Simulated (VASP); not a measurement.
# BaTiO3 (Pm-3m) in VASP: a series of runs

Runs on BaTiO3. Level: LDA. Tasks: single point.

Everything below comes from runs of VASP 6.6.1. Logs are shortened: lines on timing, memory, paths and dates and some standing lists are left out, and cuts for length are marked.

**1. The crystal as given**

Symmetry: Pm-3m, No. 221, cubic system. Conventional cell: a = 4.006 Å, b = 4.006 Å, c = 4.006 Å, α = 90.00°, β = 90.00°, γ = 90.00°. Ba (site symmetry m-3m) is surrounded by 12 O at 2.83 Å. Around Ti (site symmetry m-3m) lie 6 O at 2.00 Å. O (site symmetry 4/mmm) is surrounded by 2 Ti at 2.00 Å.

**2. Single point, LDA**

Contents of INCAR:

```
PREC = Accurate
ENCUT = 460
EDIFF = 0.01
ISMEAR = 0
SIGMA = 0.05
LREAL = False
LASPH = True
NELM = 100
ALGO = Normal
ISIF = 2
LWAVE = False
LCHARG = False
GGA = CA
ADDGRID = False
```

Contents of KPOINTS:

```
Automatic mesh
0
Gamma
  4 4 4
```

Contents of POSCAR:

```
BaTiO3
1.0
    4.0060000000      0.0000000000      0.0000000000
    0.0000000000      4.0060000000      0.0000000000
    0.0000000000      0.0000000000      4.0060000000
Ba Ti O
1 1 3
Direct
    0.5000000000      0.5000000000      0.5000000000
    0.0000000000      0.0000000000      0.0000000000
    0.0000000000      0.0000000000      0.5000000000
    0.0000000000      0.5000000000      0.0000000000
    0.5000000000      0.0000000000      0.0000000000
```

Potentials or basis: VASP PAW LDA potentials, release 64 (Ba_sv, Ti_sv, O).

Started as:

```bash
> cat potpaw_LDA.64/Ba_sv/POTCAR potpaw_LDA.64/Ti_sv/POTCAR potpaw_LDA.64/O/POTCAR > POTCAR
> mpirun -np 1 vasp_std > vasp.out
```

OUTCAR:

```text
PREC = Accurate
   ENCUT = 460
   EDIFF = 0.01
   ISMEAR = 0
   LREAL = False
   LASPH = True
   NELM = 100
   ISIF = 2
   GGA = CA

 Found     10 irreducible k-points:

 Following reciprocal coordinates:
            Coordinates               Weight
  0.000000  0.000000  0.000000      1.000000
  0.250000  0.000000  0.000000      6.000000
  0.500000  0.000000  0.000000      3.000000
  0.250000  0.250000  0.000000     12.000000
  0.500000  0.250000  0.000000     12.000000
  0.500000  0.500000  0.000000      3.000000
   k-points           NKPTS =     10   k-points in BZ     NKDIM =     10   number of bands    NBANDS=     24
   number of dos      NEDOS =    301   number of ions     NIONS =      5
   total plane-waves  NPLWV =  21952
   dimension x,y,z NGX =    28 NGY =   28 NGZ =   28
   dimension x,y,z NGXF=    56 NGYF=   56 NGZF=   56
   ions per type =               1   1   3
   NGX,Y,Z   is equivalent  to a cutoff of  11.62, 11.62, 11.62 a.u.
   NGXF,Y,Z  is equivalent  to a cutoff of  23.24, 23.24, 23.24 a.u.
 SYSTEM =  unknown system
   PREC   = accura    normal or accurate (medium, high low for compatibility)
   ISTART =      0    job   : 0-new  1-cont  2-samecut
   ICHARG =      2    charge: 1-file 2-atom 10-const
   ISPIN  =      1    spin polarized calculation?
   LNONCOLLINEAR =      F non collinear calculations
   LSORBIT =      F    spin-orbit coupling
   LASPH  =      T    aspherical Exc in radial PAW
   ENCUT  =  460.0 eV  33.81 Ry    5.81 a.u.   7.01  7.01  7.01*2*pi/ulx,y,z
   NELM   =    100;   NELMIN=  2; NELMDL= -5     # of ELM steps
   EDIFF  = 0.1E-01   stopping-criterion for ELM
   LREAL  =      F    real-space projection
   EDIFFG = 0.1E+00   stopping-criterion for IOM
   NSW    =      0    number of steps for IOM
   IBRION =     -1    ionic relax: 0-MD 1-quasi-New 2-CG
   NFREE  =      0    steps in history (QN), initial steepest desc. (CG)
   ISIF   =      2    stress and relaxation
   ISYM   =      2    0-nonsym 1-usesym 2-fastsym
   POTIM  = 0.5000    time-step for ionic-motion
   TEBEG  =    0.0;   TEEND  =   0.0 temperature during run
   PSTRESS=    0.0 pullay stress
   NELECT =      40.0000    total number of electrons
   NUPDOWN=      -1.0000    fix difference up-down
   EMIN   =  10.00;   EMAX   =-10.00  energy-range for DOS
   EFERMI =   0.00;   METHOD = LEGACY
   ISMEAR =     0;   SIGMA  =   0.05  broadening in eV -4-tet -1-fermi 0-gaus
   EFERMI_NEDOS =   21; number of points for ismear=-14 and -15
   IALGO  =     38    algorithm
   IMIX   =      4    mixing-type and parameters
     AMIX     =   0.40;   BMIX     =  1.00
     AMIX_MAG =   1.60;   BMIX_MAG =  1.00
  volume/ion in A,a.u.               =      12.86        86.77
  Fermi-wavevector in a.u.,A,eV,Ry     =   1.397603  2.641087 26.576187  1.953295
  Thomas-Fermi vector in A             =   2.520843
   LORBIT       =      0    0 simple, 1 ext, 2 COOP (PROOUT), +10 PAW based schemes
   GGA     = CA    functional components
   LHFCALC =     F    Hartree Fock is set to
   AEXX    =    0.0000 exact exchange contribution
   IVDW    =     0    specifies the selected vdW correction
   LEPSILON=     F    determine dielectric tensor
   LRPA    =     F    only Hartree local field effects (RPA)
 non-spin polarized calculation
 Gauss-broadening in eV      SIGMA  =   0.05
  energy-cutoff  :      460.00
  volume of cell :       64.29
 maximum number of plane-waves:      1472
   NGX = 15   NGY = 15   NGZ = 15

 number of electron      40.0000033 magnetization

 Free energy of the ion-electron system (eV)
  ---------------------------------------------------
  ext. energy  EPLUGINS =         0.00000000
  ---------------------------------------------------
  free energy    TOTEN  =       -44.08988557 eV

  energy without entropy =      -44.08988557  energy(sigma->0) =      -44.08988557

 E-fermi :   3.9007     XC(G=0): -11.7242

 val. band max:        3.5040148159   @ k =   0.5000   0.5000   0.5000
 cond. band min:       5.1628029082   @ k =   0.0000   0.0000   0.0000
 fundamental gap:      1.6587880922
 Fermi energy:         3.9006765876

 k-point     1 :       0.0000    0.0000    0.0000
  band No.  band energies     occupation
      1     -52.3765      2.00000
      2     -28.9931      2.00000
      3     -28.9931      2.00000
      4     -28.9931      2.00000
      5     -21.1624      2.00000
      6     -13.0677      2.00000
      7     -12.3605      2.00000
      8     -12.3605      2.00000
      9      -6.3806      2.00000
     10      -6.3806      2.00000
     11      -6.3806      2.00000
     12       1.1946      2.00000
     13       1.1946      2.00000
     14       1.1946      2.00000
     15       2.3966      2.00000
     16       2.3966      2.00000
     17       2.3966      2.00000
     18       3.3616      2.00000
     19       3.3616      2.00000
     20       3.3616      2.00000
     21       5.1628      0.00000
     22       5.1628      0.00000
     23       5.1628      0.00000
     24       7.4384      0.00000

 k-point     2 :       0.2500    0.0000    0.0000
  band No.  band energies     occupation
      1     -52.3761      2.00000
      2     -29.0199      2.00000
      3     -28.9920      2.00000
      4     -28.9920      2.00000
      5     -21.1023      2.00000
      6     -13.1494      2.00000
      7     -12.3409      2.00000
      8     -12.2671      2.00000
      9      -6.2952      2.00000
     10      -6.2952      2.00000
     11      -6.1485      2.00000
     12       0.3209      2.00000
     13       0.9972      2.00000
     14       0.9972      2.00000
     15       1.8887      2.00000
     16       1.8887      2.00000
     17       1.9238      2.00000
     18       2.2482      2.00000
     19       3.0262      2.00000
     20       3.0262      2.00000
     21       5.2431      0.00000
     22       6.1578      0.00000
     23       6.1578      0.00000
     24       7.4436      0.00000

 k-point     3 :       0.5000    0.0000    0.0000
  band No.  band energies     occupation
      1     -52.3755      2.00000
      2     -29.0464      2.00000
      3     -28.9909      2.00000
      4     -28.9909      2.00000
      5     -21.0404      2.00000
      6     -13.3173      2.00000
      7     -12.3204      2.00000
      8     -12.0556      2.00000
      9      -6.2049      2.00000
     10      -6.2049      2.00000
     11      -5.9220      2.00000
     12      -0.5096      2.00000
     13       0.6920      2.00000
     14       0.6920      2.00000
     15       1.5129      2.00000
     16       1.5339      2.00000
     17       1.6469      2.00000
     18       1.6469      2.00000
     19       2.7833      2.00000
     20       2.7833      2.00000
     21       5.3273      0.00000
     22       6.9562      0.00000
     23       6.9562      0.00000
     24       7.4474      0.00000

 k-point     4 :       0.2500    0.2500    0.0000
  band No.  band energies     occupation
      1     -52.3755      2.00000
      2     -29.0189      2.00000
      3     -29.0179      2.00000
      4     -28.9910      2.00000
      5     -21.0526      2.00000
      6     -13.0405      2.00000
      7     -12.3394      2.00000
      8     -12.2659      2.00000
      9      -6.3853      2.00000
     10      -6.2001      2.00000
     11      -6.0762      2.00000
     12      -0.0154      2.00000
     13       0.4708      2.00000
     14       0.7685      2.00000
     15       0.9514      2.00000
     16       1.4043      2.00000
     17       1.9793      2.00000
     18       2.4792      2.00000
     19       2.5399      2.00000
     20       3.0157      2.00000
     21       6.1157      0.00000
     22       6.2541      0.00000
     23       6.4912      0.00000
     24       8.0030      0.00000

 k-point     5 :       0.5000    0.2500    0.0000
  band No.  band energies     occupation
      1     -52.3750      2.00000
      2     -29.0446      2.00000
      3     -29.0169      2.00000
      4     -28.9899      2.00000
      5     -21.0017      2.00000
      6     -13.0442      2.00000
      7     -12.2861      2.00000
      8     -12.1839      2.00000
      9      -6.3142      2.00000
     10      -6.1731      2.00000
     11      -6.0990      2.00000
     12      -0.6054      2.00000
     13       0.0301      2.00000
     14       0.2772      2.00000
     15       0.7204      2.00000
     16       1.1877      2.00000
     17       2.0967      2.00000
     18       2.1938      2.00000
     19       2.3773      2.00000
     20       2.9905      2.00000
     21       6.2174      0.00000
     22       6.9590      0.00000
     23       7.0689      0.00000
     24       8.1058      0.00000

 k-point     6 :       0.5000    0.5000    0.0000
  band No.  band energies     occupation
      1     -52.3745      2.00000
      2     -29.0427      2.00000
      3     -29.0427      2.00000
      4     -28.9889      2.00000
      5     -20.9622      2.00000
      6     -12.6955      2.00000
      7     -12.3146      2.00000
      8     -12.3146      2.00000
      9      -6.3946      2.00000
     10      -6.3946      2.00000
     11      -5.9858      2.00000
     12      -0.8271      2.00000
     13      -0.6221      2.00000
     14      -0.3644      2.00000
     15       0.7597      2.00000
     16       0.7597      2.00000
     17       1.7700      2.00000
     18       2.6330      2.00000
     19       2.6330      2.00000
     20       3.4126      2.00000
     21       6.9637      0.00000
     22       6.9637      0.00000
     23       7.3727      0.00000
     24       8.2884      0.00000

 [... further k-points ...]
[... 5 lines left out ...]
  --------------------------------------------------------------------------------------
  -------------------------------------------------------------------------------------
  Total       -3.8387304     -3.8387304     -3.8387304      0.0000000      0.0000000     -0.0000000
  in kB      -95.6677049    -95.6677049    -95.6677049      0.0000000      0.0000000     -0.0000000
  external PRESSURE =     -95.6677049 kB  Pullay stress =       0.0000000 kB

 VOLUME and BASIS-vectors are now :
 -----------------------------------------------------------------------------
  energy-cutoff  :      460.00
  volume of cell :       64.29
      direct lattice vectors                 reciprocal lattice vectors
     4.006000000  0.000000000  0.000000000     0.249625562  0.000000000  0.000000000
     0.000000000  4.006000000  0.000000000     0.000000000  0.249625562  0.000000000
     0.000000000  0.000000000  4.006000000     0.000000000  0.000000000  0.249625562

 POSITION                                       TOTAL-FORCE (eV/Angst)
 -----------------------------------------------------------------------------------
      2.00300      2.00300      2.00300         0.000000      0.000000      0.000000
      0.00000      0.00000      0.00000         0.000000      0.000000      0.000000
      0.00000      0.00000      2.00300         0.000000      0.000000      0.000000
      0.00000      2.00300      0.00000         0.000000      0.000000      0.000000
      2.00300      0.00000      0.00000         0.000000      0.000000      0.000000
 -----------------------------------------------------------------------------------
    total drift:                                0.000000      0.000000     -0.000000

  FREE ENERGIE OF THE ION-ELECTRON SYSTEM (eV)
  ---------------------------------------------------
  free  energy   TOTEN  =       -44.0898855657 eV

  energy  without entropy=      -44.0898855657  energy(sigma->0) =      -44.08988557
```

Run time: 10 s. Hardware: 1 thread of AMD EPYC 7R13 (Zen 3), shared host; peak memory 0.12 GiB.

These settings aren't checked as converged: the numbers below hold their error.

Results:

| Item | Value |
| --- | --- |
| Free energy | -44.0899 eV |
| Pressure | -9.6 GPa |
| Band gap on the k mesh | 1.66 eV, indirect (least direct gap 1.80 eV) |

Caveat: the cutoff is under 1.25 times the usual one of these potentials, so pressure, stress and relaxed cells hold a basis-set (Pulay) error; spin-orbit coupling is left out, which moves the levels of the heavy elements.

(Continued in part 2 of 2.)
